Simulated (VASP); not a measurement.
An input for Ansatz (written as the equivalent of a VASP run, and not itself run):

Ansatz 0.2 input:
```yaml
crystal:
  lattice:
    - [10.1211073, -2.1345520, -0.0155377]
    - [10.1211073, 2.1345520, -0.0155377]
    - [9.6765632, 0.0000000, 3.6547915]
  atoms:
    - { symbol: Sb, position: [0.3979343, 0.3979343, 0.3979343] }
    - { symbol: Sb, position: [0.6020657, 0.6020657, 0.6020657] }
    - { symbol: Te, position: [0.0000000, 0.0000000, 0.0000000] }
    - { symbol: Te, position: [0.2123988, 0.2123988, 0.2123988] }
    - { symbol: Te, position: [0.7876012, 0.7876012, 0.7876012] }
kpoints:
  mp_grid: { grid: [8, 8, 8] }
hamiltonian:
  xc: pbesol
  pseudopotentials: { kind: paw }
scf:
  occupations: { method: methfessel_paxton, width: 0.1 }
  max_iter: 100
relax:
  max_steps: 60
  f_tol: 0.02
  cell: {}
output: { forces: true, stress: true, eigenvalues: true }
```

Question: Write the VASP files for the same calculation (PBEsol).

Answer: This is not unique; one that fits is 
**KPOINTS**
```
Automatic mesh
0
Gamma
8 8 8
0 0 0
```

### INCAR
```
ISIF = 3   ! ions, shape and volume
LMAXMIX = 4   ! l cut-off of mixed one-centre charges
ENCUT = 400   ! plane-wave cut-off (eV)
IBRION = 2
ISMEAR = 1
LCHARG = .FALSE.
NELM = 100
SIGMA = 0.1
NSW = 60   ! most ionic steps
LWAVE = .FALSE.
PREC = Accurate
EDIFF = 1E-6   ! SCF stop (eV)
LASPH = .TRUE.
LREAL = .FALSE.   ! projection in real space or not
EDIFFG = -0.02
ALGO = Normal   ! blocked Davidson
SYSTEM = Sb2Te3
GGA = PS   ! PBEsol
```

POSCAR:
```
Sb2Te3
1
   10.1211072633    -2.1345520454    -0.0155376903
   10.1211072633     2.1345520454    -0.0155376903
    9.6765632437    -0.0000000000     3.6547914795
Sb Te
2 3
Direct
  0.3979343286   0.3979343286   0.3979343286
  0.6020656714   0.6020656714   0.6020656714
  0.0000000000   0.0000000000   0.0000000000
  0.2123987742   0.2123987742   0.2123987742
  0.7876012258   0.7876012258   0.7876012258
```

POTCAR, in this order: Sb Te (PBE.64 set). Program: vasp_std.

What does not carry over: each code has its own PAW files, so the cut-off isn't converted (ENCUT is set for VASP's; basis.ecutwfc is left out, and Ansatz then takes the one that its files recommend); Ansatz stops its SCF on the density residual and VASP on the energy change (EDIFF).

The compound is Sb2Te3 in the tetradymite structure. This run relaxes it. Symmetry was kept, so distortions that lower it aren't found. The start is the result of an earlier pass.
